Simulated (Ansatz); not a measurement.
Crystal: Sb.

```
Sb
1.0
     3.16000    0.00000    0.00000
     0.00000    3.16000    0.00000
     0.00000    0.00000    3.16000
Sb
1
Direct
  0.00000 0.00000 0.00000
```

This isn't the form of Sb at room conditions, which is rhombohedral.

| Item | Value |
| --- | --- |
| Program | Ansatz 0.2.0 |
| Task | relaxation of cell and atoms |
| Functional | RPBE |
| Potentials or basis | Ansatz PAW |
| Cutoff | 420 eV (not typed: the program's choice for these potentials) |
| k mesh | 8 × 8 × 8 |
| Occupations | fermi-dirac, width 0.05 eV |
| Spin | no spin polarisation |

At the start: volume 31.55 Å³/atom.

Question: How do energy, volume and symmetry change on relaxing?

Answer: It ends after 4 steps and the volume is 30.92 Å³/atom (-2.0 %); space group Pm-3m (No. 221, to 0.05 Å).

The path:
```
step  energy change (eV)  largest force (eV/Å)  volume (Å³)
   1              0.0000                0.0000        31.55
   2             -0.0020                0.0000        30.70
   3             -0.0022                0.0000        30.92
   4             -0.0021                0.0000        30.92
```

Final structure:
```cif
data_structure
_symmetry_space_group_name_H-M 'P 1'
_symmetry_Int_Tables_number 1
_cell_length_a 3.1388
_cell_length_b 3.1388
_cell_length_c 3.1388
_cell_angle_alpha 90.000
_cell_angle_beta 90.000
_cell_angle_gamma 90.000
_cell_volume 30.92
loop_
_atom_site_label
_atom_site_type_symbol
_atom_site_fract_x
_atom_site_fract_y
_atom_site_fract_z
_atom_site_occupancy
Sb1 Sb 0.00000 0.00000 0.00000 1
```

Caveat: the plane-wave basis is chosen anew once the cell has moved, so the energies of steps on either side of that aren't comparable; the PAW data sets come from PBE, with cores solved anew for the run's functional, which leaves a small shift of forces and pressure.
